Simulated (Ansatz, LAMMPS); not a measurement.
**Site preference of N in place of O in amorphous TiO2 at 3.05 g/cm^3 (84 atoms)**

Aim: make N in place of O at several sites of amorphous TiO2 at 3.05 g/cm^3 (84 atoms), relax each, and compare their energies.

Method: Kohn-Sham DFT, PBE, PAW (set soft_2), plane waves, in Ansatz 0.2.0.

## (1) Set-up

The cell holds 84 atoms: 28 Ti and 56 O. Cell: a = 10.675 Å, b = 10.675 Å, c = 10.675 Å, α = 90.0°, β = 90.0°, γ = 90.0°. 84 atoms (28 Ti, 56 O) placed at random at 3.05 g/cm³, melted at 5000 K for 10 ps at fixed volume with the Morse and Coulomb pair potential with partial charges (Pedone, Malavasi, Menziani, Cormack and Segre, J. Phys. Chem. B 110, 11780 (2006)). Quenched from 5000 K to 300 K at 50 K/ps and fixed volume, held 5 ps, then minimised at fixed cell.

Limits known from the start: The quench rate of 50 K/ps is orders of magnitude faster than experiment, which tends to freeze in extra defects. The network of bonds at the start is that of the classical potential that made the cell, and needn't be the one that DFT or experiment would give. The Brillouin zone is sampled at Γ only, in a cell whose shortest periodic width is 11 Å.

## (2) Single point at the start

A single point comes first, to see the forces before anything moves.

File input.yaml:

```yaml
crystal:
  lattice:
    - [10.6745, 0.0, 0.0]
    - [0.0, 10.6745, 0.0]
    - [0.0, 0.0, 10.6745]
  atoms:
    - { symbol: Ti, position: [0.18884, 0.87372, 0.90676] }
    - { symbol: Ti, position: [0.1248, 0.66555, 0.67119] }
    - { symbol: Ti, position: [0.04099, 0.02015, 0.17167] }
    - { symbol: Ti, position: [0.88884, 0.19102, 0.54496] }
    - { symbol: Ti, position: [0.59316, 0.48722, 0.8721] }
    - { symbol: Ti, position: [0.01498, 0.61185, 0.20774] }
    - { symbol: Ti, position: [0.18821, 0.0839, 0.64947] }
    - { symbol: Ti, position: [0.02756, 0.31491, 0.8227] }
    - { symbol: Ti, position: [0.55616, 0.10558, 0.8629] }
    - { symbol: Ti, position: [0.0306, 0.88014, 0.46224] }
    - { symbol: Ti, position: [0.37581, 0.20854, 0.10633] }
    - { symbol: Ti, position: [0.62801, 0.40718, 0.54242] }
    - { symbol: Ti, position: [0.50672, 0.06196, 0.55924] }
    - { symbol: Ti, position: [0.84654, 0.72185, 0.93282] }
    - { symbol: Ti, position: [0.46309, 0.75439, 0.50527] }
    - { symbol: Ti, position: [0.59276, 0.4464, 0.20784] }
    - { symbol: Ti, position: [0.83857, 0.5131, 0.68347] }
    - { symbol: Ti, position: [0.27885, 0.45012, 0.94607] }
    - { symbol: Ti, position: [0.08528, 0.31842, 0.3158] }
    - { symbol: Ti, position: [0.7932, 0.9247, 0.66374] }
    - { symbol: Ti, position: [0.31289, 0.48244, 0.49482] }
    - { symbol: Ti, position: [0.33418, 0.65946, 0.17627] }
    - { symbol: Ti, position: [0.48659, 0.79446, 0.83738] }
    - { symbol: Ti, position: [0.6927, 0.20461, 0.34537] }
    - { symbol: Ti, position: [0.78162, 0.2741, 0.03045] }
    - { symbol: Ti, position: [0.74021, 0.91158, 0.15877] }
    - { symbol: Ti, position: [0.44784, 0.95781, 0.26511] }
    - { symbol: Ti, position: [0.7608, 0.66655, 0.37803] }
    - { symbol: O, position: [0.9544, 0.67392, 0.06025] }
    - { symbol: O, position: [0.65467, 0.44866, 0.71759] }
    - { symbol: O, position: [0.17528, 0.65511, 0.23031] }
    - { symbol: O, position: [0.02199, 0.44377, 0.2237] }
    - { symbol: O, position: [0.33856, 0.08096, 0.58126] }
    - { symbol: O, position: [0.56764, 0.93947, 0.85036] }
    - { symbol: O, position: [0.99417, 0.28686, 0.45524] }
    - { symbol: O, position: [0.74873, 0.81768, 0.29376] }
    - { symbol: O, position: [0.9314, 0.65889, 0.34592] }
    - { symbol: O, position: [0.63749, 0.95163, 0.60156] }
    - { symbol: O, position: [0.44717, 0.90432, 0.42872] }
    - { symbol: O, position: [0.46089, 0.42429, 0.5465] }
    - { symbol: O, position: [0.76578, 0.52567, 0.5259] }
    - { symbol: O, position: [0.05357, 0.91618, 0.3027] }
    - { symbol: O, position: [0.19156, 0.98157, 0.77956] }
    - { symbol: O, position: [0.22661, 0.38594, 0.38832] }
    - { symbol: O, position: [0.39759, 0.81149, 0.20037] }
    - { symbol: O, position: [0.83659, 0.83316, 0.79931] }
    - { symbol: O, position: [0.73492, 0.27262, 0.53652] }
    - { symbol: O, position: [0.35141, 0.08324, 0.21292] }
    - { symbol: O, position: [0.55757, 0.12776, 0.41176] }
    - { symbol: O, position: [0.22861, 0.54216, 0.62696] }
    - { symbol: O, position: [0.5962, 0.99237, 0.18806] }
    - { symbol: O, position: [0.88343, 0.85416, 0.54034] }
    - { symbol: O, position: [0.53716, 0.15333, 0.70478] }
    - { symbol: O, position: [0.3489, 0.83317, 0.91982] }
    - { symbol: O, position: [0.12188, 0.21675, 0.72628] }
    - { symbol: O, position: [0.42679, 0.13885, 0.96238] }
    - { symbol: O, position: [0.46098, 0.55032, 0.20006] }
    - { symbol: O, position: [0.92986, 0.27965, 0.95533] }
    - { symbol: O, position: [0.71435, 0.55993, 0.24645] }
    - { symbol: O, position: [0.7572, 0.25565, 0.19465] }
    - { symbol: O, position: [0.36417, 0.63588, 0.43897] }
    - { symbol: O, position: [0.08043, 0.17428, 0.22685] }
    - { symbol: O, position: [0.07525, 0.03442, 0.53464] }
    - { symbol: O, position: [0.13686, 0.78476, 0.552] }
    - { symbol: O, position: [0.97488, 0.60204, 0.65484] }
    - { symbol: O, position: [0.55932, 0.65092, 0.87541] }
    - { symbol: O, position: [0.91, 0.36161, 0.71191] }
    - { symbol: O, position: [0.12456, 0.74177, 0.8215] }
    - { symbol: O, position: [0.44285, 0.76976, 0.67227] }
    - { symbol: O, position: [0.61956, 0.37131, 0.36455] }
    - { symbol: O, position: [0.8136, 0.58219, 0.84287] }
    - { symbol: O, position: [0.11972, 0.94966, 0.03872] }
    - { symbol: O, position: [0.13475, 0.43365, 0.86664] }
    - { symbol: O, position: [0.61244, 0.69565, 0.46587] }
    - { symbol: O, position: [0.68765, 0.1717, 0.93849] }
    - { symbol: O, position: [0.67647, 0.41855, 0.00718] }
    - { symbol: O, position: [0.5032, 0.3029, 0.16006] }
    - { symbol: O, position: [0.26656, 0.32445, 0.0591] }
    - { symbol: O, position: [0.29178, 0.59412, 0.02425] }
    - { symbol: O, position: [0.73942, 0.80282, 0.03344] }
    - { symbol: O, position: [0.8768, 0.00509, 0.12973] }
    - { symbol: O, position: [0.43459, 0.42764, 0.88364] }
    - { symbol: O, position: [0.85866, 0.08084, 0.66959] }
    - { symbol: O, position: [0.82272, 0.1091, 0.40082] }
kpoints:
  mp_grid: { grid: [1, 1, 1] }
hamiltonian:
  xc: pbe
scf:
  occupations: { method: fermi_dirac, width: 0.025 }
output:
  forces: true
```

Run with:

```sh
$ ansatz run input.yaml --threads 4 --pin off --max-ram 8192MiB --backend cpu --events-out ev --progress --plain --runs-dir out
```

Numbers of over 12 decimals in the logs are rounded to 6 here.

What it wrote:

```text
[...]
Pseudopotentials: kind: paw
Pseudopotential: Ti, paw, valence charge 12, recommended cutoff 420 eV (normal), Ti.paw.azcp
Pseudopotential: O, paw, valence charge 6, recommended cutoff 420 eV (normal), O.paw.azcp
[... 5 lines on functional and potentials left out ...]
Crystal: 84 atoms, lattice volume = 1216.305 Å³
Basis set: ecut = 420 eV, 23847 PW (Γ), exchange–correlation on 144×144×144 points (8 copies of the dense FFT grid, shifted against one another)
Bands: 420, of which v1, the nominal top of the filled ones, is band 336 counted from 1 (335 counted from 0)
Symmetry: 1 space group operations
Space group: P1 (ITA 1), of the structure as read, at distance tolerance 1.1e-4 Å
k-points: 1
[... 5 lines on functional and potentials left out ...]
Initial density: superposition of atomic densities (neutral atoms: chi_scale 0, normalization atom), corrected by the library's trained network
Initial wavefunctions: pseudopotential atomic-orbital guess
[...]
SCF iter   1: F=—  HF=-101871.456388 eV  |F-HF|=—  |Δ(HF+E_count)|=         —  Δρ=4.13e-3  dr2=2.10e-1  ethr=1.77e-3  ⟨swp⟩=5.0  Hψ=1555  notcnv=0  defer=39
preconditioner: auto → Resta (q_TF=auto, 2.471 Å⁻¹)  ε∞=6.1  [insulator: Δε(μ)=2.916 eV  Ē_g=10.007 eV  σ=0.025 eV  W_gap=1.00  n_scr=304 (ndim 8)  ℏωp=22.5 eV  f_vac=0.176  D(μ)=0.00/eV (n_scr^D=0)  ε∞_Penn≈6.1]
SCF iter   2: F=—  HF=-101871.441209 eV  |F-HF|=—  |Δ(HF+E_count)|=   1.52e-2  Δρ=2.13e-3  dr2=3.47e-2  ethr=3.12e-5  ⟨swp⟩=2.0  Hψ=663  notcnv=0  defer=77
SCF iter   3: F=—  HF=-101871.444597 eV  |F-HF|=—  |Δ(HF+E_count)|=   3.39e-3  Δρ=1.02e-3  dr2=1.41e-2  ethr=5.16e-6  ⟨swp⟩=2.0  Hψ=523  notcnv=0  defer=46
automatic band count: iteration 3 solves 389 bands in place of 420: the levels show a gap, and the empty bands left out lie too high to hold charge; the band table lists the bands solved (type scf.n_extra_bands for more)
SCF iter   4: F=—  HF=-101871.446717 eV  |F-HF|=—  |Δ(HF+E_count)|=   2.12e-3  Δρ=4.02e-4  dr2=2.99e-3  ethr=2.09e-6  ⟨swp⟩=2.0  Hψ=523  notcnv=0  defer=46
SCF iter   5: F=—  HF=-101871.446894 eV  |F-HF|=—  |Δ(HF+E_count)|=   1.78e-4  Δρ=2.01e-4  dr2=6.18e-4  ethr=4.45e-7  ⟨swp⟩=2.0  Hψ=523  notcnv=0  defer=46
[...]
SCF iter  11: F=—  HF=-101871.449686 eV  |F-HF|=—  |Δ(HF+E_count)|=   1.90e-7  Δρ=3.04e-6  dr2=1.47e-7  ethr=7.01e-11  ⟨swp⟩=2.0  Hψ=524  notcnv=0  defer=46
SCF iter  12: F=-101871.449686 eV  HF=-101871.449686 eV  |F-HF|=3.26e-9  |Δ(HF+E_count)|=   7.51e-8  Δρ=1.68e-6  dr2=4.71e-8  ethr=1.49e-11  ⟨swp⟩=4.0  Hψ=1084  notcnv=0
SCF 1 converged in 12 iterations: F = -101871.449686 eV  dr2 = 4.71e-8
[...]
SCF converged after 12 iterations
Free energy (F): -101871.449686 eV
Harris-Foulkes:  -101871.449686 eV  (|F-HF|=3.26e-9)
Internal energy: -101871.449686 eV  (E = F + TS)
E sigma→0 (E₀):  -101871.449686 eV
Fermi energy:    5.709427 eV
--- Per-component energies (eV) ---
[...]
Σ components = -101871.449686   (vs F -101871.449686, Δ=0.00e0)
--- Forces (eV/Å), atoms counted from 1 ---
  atom   1  Ti    -0.14212074    -0.18891139    -1.20390314
  atom   2  Ti     0.22268350     0.78563840    -0.16482773
  atom   3  Ti    -0.74632249    -0.42906362    -0.05045353
  atom   4  Ti    -1.24462790    -0.53514849    -1.20310474
[...]
atom  84  O      0.44290968     0.07969195     0.42710129
  max |Σ_I F_I| component: 6.12e-5 eV/Å
```

Wall time 69 s (4 threads of Intel Xeon at 2.50GHz (Skylake/Cascade Lake), shared host); peak memory 1.6 GiB; 96 s of CPU time.

In the SCF lines HF is the Harris–Foulkes energy and dr2 the Hartree energy of the density residual, in eV; the loop may stop once dr2 is under the threshold and the program's other checks hold. Hψ counts applications of the Hamiltonian.

The r.m.s. force at the start is 0.66 eV/Å.

## (3) Relaxation

With the cell held, the atoms are moved downhill towards a nearby minimum.

File input.yaml:

```yaml
crystal:
  lattice:
    - [10.6745, 0.0, 0.0]
    - [0.0, 10.6745, 0.0]
    - [0.0, 0.0, 10.6745]
  atoms:
    [... the 84 atom lines of step 2 ...]
kpoints:
  mp_grid: { grid: [1, 1, 1] }
hamiltonian:
  xc: pbe
scf:
  occupations: { method: fermi_dirac, width: 0.025 }
output:
  forces: true
relax:
  f_tol: 0.05
  max_steps: 150
```

What it wrote:

```text
[...]
Crystal: 84 atoms, lattice volume = 1216.305 Å³
Basis set: ecut = 420 eV, 23847 PW (Γ), exchange–correlation on 144×144×144 points (8 copies of the dense FFT grid, shifted against one another)
Bands: 420, of which v1, the nominal top of the filled ones, is band 336 counted from 1 (335 counted from 0)
Symmetry: 1 space group operations
[...]
k-points: 1
[...]
SCF iter   1: F=—  HF=-101871.456387 eV  |F-HF|=—  |Δ(HF+E_count)|=         —  Δρ=4.13e-3  dr2=2.10e-1  ethr=1.77e-3  ⟨swp⟩=5.0  Hψ=1555  notcnv=0  defer=39
[...]
SCF iter   7: F=-101871.449672 eV  HF=-101871.449667 eV  |F-HF|=5.12e-6  |Δ(HF+E_count)|=   2.99e-5  Δρ=4.50e-5  dr2=2.93e-5  ethr=9.30e-9  ⟨swp⟩=2.0  Hψ=1369  notcnv=0
SCF 1 converged in 7 iterations: F = -101871.449672 eV  dr2 = 2.93e-5
[...]
relax step   1: F+E_penalty+E_count = -101871.44967232 eV  Δ(F+E_penalty+E_count) = +0.000e0 eV  max|allowed force component| = 1.937e0 eV/Å  Δτ_max = 0.0000 Å  (7 SCF iters, dr2 threshold 6.25e-5 eV, accepted)
[...]
relax step   2: F+E_penalty+E_count = -101873.82498262 eV  Δ(F+E_penalty+E_count) = -2.375e0 eV  max|allowed force component| = 1.159e0 eV/Å  Δτ_max = 0.1116 Å  (8 SCF iters, dr2 threshold 1.00e-4 eV, accepted)
[...]
relax step   3: F+E_penalty+E_count = -101874.75028259 eV  Δ(F+E_penalty+E_count) = -9.253e-1 eV  max|allowed force component| = 4.467e-1 eV/Å  Δτ_max = 0.1357 Å  (8 SCF iters, dr2 threshold 8.39e-5 eV, accepted)
relax step   4: F+E_penalty+E_count = -101875.11226335 eV  Δ(F+E_penalty+E_count) = -3.620e-1 eV  max|allowed force component| = 3.344e-1 eV/Å  Δτ_max = 0.2000 Å  (8 SCF iters, dr2 threshold 2.96e-5 eV, accepted)
relax step   5: F+E_penalty+E_count = -101875.30694554 eV  Δ(F+E_penalty+E_count) = -1.947e-1 eV  max|allowed force component| = 2.194e-1 eV/Å  Δτ_max = 0.2000 Å  (9 SCF iters, dr2 threshold 1.66e-5 eV, accepted)
relax step   6: F+E_penalty+E_count = -101875.34630398 eV  Δ(F+E_penalty+E_count) = -3.936e-2 eV  max|allowed force component| = 3.209e-1 eV/Å  Δτ_max = 0.1129 Å  (8 SCF iters, dr2 threshold 2.07e-5 eV, accepted)
relax step   7: F+E_penalty+E_count = -101875.43201106 eV  Δ(F+E_penalty+E_count) = -8.571e-2 eV  max|allowed force component| = 2.806e-1 eV/Å  Δτ_max = 0.2000 Å  (8 SCF iters, dr2 threshold 4.44e-5 eV, accepted)
relax step   8: F+E_penalty+E_count = -101875.49031375 eV  Δ(F+E_penalty+E_count) = -5.830e-2 eV  max|allowed force component| = 2.674e-1 eV/Å  Δτ_max = 0.1208 Å  (7 SCF iters, dr2 threshold 6.02e-5 eV, accepted)
relax step   9: F+E_penalty+E_count = -101875.60931463 eV  Δ(F+E_penalty+E_count) = -1.190e-1 eV  max|allowed force component| = 3.518e-1 eV/Å  Δτ_max = 0.1948 Å  (8 SCF iters, dr2 threshold 5.47e-5 eV, accepted)
relax step  10: F+E_penalty+E_count = -101875.64880790 eV  Δ(F+E_penalty+E_count) = -3.949e-2 eV  max|allowed force component| = 7.066e-1 eV/Å  Δτ_max = 0.1906 Å  (7 SCF iters, dr2 threshold 1.00e-4 eV, accepted)
relax step  11: F+E_penalty+E_count = -101875.75700293 eV  Δ(F+E_penalty+E_count) = -1.082e-1 eV  max|allowed force component| = 1.969e-1 eV/Å  Δτ_max = 0.2000 Å  (8 SCF iters, dr2 threshold 1.00e-4 eV, accepted)
relax step  12: F+E_penalty+E_count = -101875.73185409 eV  Δ(F+E_penalty+E_count) = +2.515e-2 eV  max|allowed force component| = 3.375e-1 eV/Å  Δτ_max = 0.2000 Å  (10 SCF iters, dr2 threshold 3.01e-6 eV, rejected (line search))
relax step  13: F+E_penalty+E_count = -101875.78348752 eV  Δ(F+E_penalty+E_count) = -2.648e-2 eV  max|allowed force component| = 6.889e-2 eV/Å  Δτ_max = 0.0950 Å  (11 SCF iters, accepted)
relax step  14: F+E_penalty+E_count = -101875.77884371 eV  Δ(F+E_penalty+E_count) = +4.644e-3 eV  max|allowed force component| = 8.627e-2 eV/Å  Δτ_max = 0.1000 Å  (11 SCF iters, rejected (line search))
relax step  15: F+E_penalty+E_count = -101875.78867209 eV  Δ(F+E_penalty+E_count) = -5.185e-3 eV  max|allowed force component| = 6.553e-2 eV/Å  Δτ_max = 0.0467 Å  (10 SCF iters, accepted)
[...]
relax step  16: F+E_penalty+E_count = -101875.79106990 eV  Δ(F+E_penalty+E_count) = -2.398e-3 eV  max|allowed force component| = 3.589e-2 eV/Å  Δτ_max = 0.0193 Å  (9 SCF iters, accepted)
SCF converged after 9 iterations
Free energy (F): -101875.791070 eV
[...]
Internal energy: -101875.791070 eV  (E = F + TS)
E sigma→0 (E₀):  -101875.791070 eV
Fermi energy:    5.643614 eV
[...]
--- Forces (eV/Å), atoms counted from 1 ---
  atom   1  Ti     0.00833313     0.00238509    -0.00385041
  atom   2  Ti    -0.00232757     0.00843188     0.01047416
  atom   3  Ti    -0.00296896    -0.00780334    -0.00269315
  atom   4  Ti    -0.01371106    -0.01237823     0.01486472
  atom   5  Ti     0.00867861     0.00902542    -0.00149372
  atom   6  Ti    -0.00674586     0.00592893    -0.01260610
  atom   7  Ti     0.00723047    -0.00843437     0.00336463
  atom   8  Ti    -0.00164160    -0.00289193    -0.00528986
  atom   9  Ti    -0.00226312    -0.00971151    -0.00325906
  atom  10  Ti    -0.01249367     0.00135168     0.00080309
  atom  11  Ti     0.00355854    -0.01055995    -0.01198933
  atom  12  Ti     0.00711986    -0.02011440    -0.01011266
  atom  13  Ti    -0.01074037    -0.00259763     0.00204067
  atom  14  Ti     0.00444587     0.01198078    -0.01641728
[...]
atom  83  O      0.00218503     0.01588139    -0.01748677
  atom  84  O     -0.00217905    -0.00654146    -0.01021459
  max |Σ_I F_I| component: 8.34e-5 eV/Å
--- Relaxed structure (16 steps of the walk, 14 accepted, 0 SCFs on fresh bases) ---
  F+E_penalty+E_count = -101875.79106990 eV   max|allowed force component| = 3.589e-2 eV/Å
  atoms:
    - { symbol: Ti, position: [0.206278, 0.865087, 0.908390] }
    - { symbol: Ti, position: [0.150204, 0.670780, 0.672019] }
    - { symbol: Ti, position: [0.046579, 0.0095666, 0.175866] }
    - { symbol: Ti, position: [0.868246, 0.149245, 0.510777] }
[...]
- { symbol: O, position: [0.794971, 0.093819, 0.372550] }
```

Elapsed: 9.8 min, on 4 threads; peak memory 1.6 GiB; 19 min of CPU time.

The relaxation converged after 16 steps, 4.34 eV below its start, with a largest force component of 0.036 eV/Å.

[end of part 1 of 5]

[Logs are printed without paths, hosts, clocks, repeated set-up lines and the standing remarks that a program may print on its own settings, such as how far it seeks lower states.]

[Hosts, paths, dates, database ids (printed as entryN), source tags and the programs' standing remarks are cut or masked in the printed files.]
